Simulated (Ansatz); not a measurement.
A series in volume scale on NbC

All results are calculated (Ansatz 0.2.0). Periodic Kohn-Sham DFT of a crystal at fixed atoms, scaled to volume_scale times the given cell; pressure positive in compression, energy less spherical unpolarised free atoms, largest_vzz the field gradient of largest size among the nuclei.

The cell before it is scaled or strained (space group Fm-3m, No. 225):
```
CELL_PARAMETERS angstrom
0.00000 2.20000 2.20000
2.20000 0.00000 2.20000
2.20000 2.20000 0.00000
ATOMIC_POSITIONS crystal
Nb 0.00000 0.00000 0.00000
C 0.50000 0.50000 0.50000
```

Settings of every row: method all-electron PAW; functional PBEsol; relativity scalar; k mesh 14x14x14; filling fermi-dirac; smearing width 0.05 eV; nucleus gaussian.

Atom start moment: 0 on all atoms.

```
row  volume scale  V (Å³/atom)  pressure (GPa)
  1          0.94       10.009          37.345
  2          0.96       10.222          27.874
  3          0.98       10.435          19.314
  4          0.99       10.542          15.348
  5             1       10.648          11.576
  6          1.01       10.754           7.989
  7          1.02       10.861               ?
  8          1.04       11.074          -1.748
  9          1.06       11.287          -7.469
```

Question: what pressure should row 7 give?

Worked fit of pressure. Take u = (V_r/V)^(2/3) − 1 with V_r = 10.595 Å³ an atom, which is twice the finite (Eulerian) strain; such expansions in the strain, on which the Birch-Murnaghan equation of state is built, carry the rest volume and the bulk modulus. The shown rows have u = 0.03866, 0.02418, 0.0102, 0.00335, -0.00332, -0.00988, -0.02905, -0.0413. Least squares give pressure = 13.4289 + 563.911 × u + 1408.58 × u² GPa; a straight line predicts inner rows, each left out in turn, worse (root mean square 0.74 against 0.016 GPa). The rows lie off it by 0.010, -0.014, -0.013, 0.014, 0.004, -0.006, 0.016, -0.011 (root mean square 0.012 GPa). The pressure vanishes at u = -0.0254, or V = 11.01 Å³ an atom, and there the bulk modulus at fixed shape and fractions is B = −V dP/dV = (2/3)(1 + u) dP/du = 320 GPa. The withheld row has u = -0.01639, so the fit gives 13.4289 + 563.911 × (-0.01639) + 1408.58 × (-0.01639)² = 4.565 GPa.

The calculation gave 4.578 GPa. The fit lies 0.013 GPa (0.029 % of the column's range) below it; its largest miss of a shown row is 0.016 GPa.
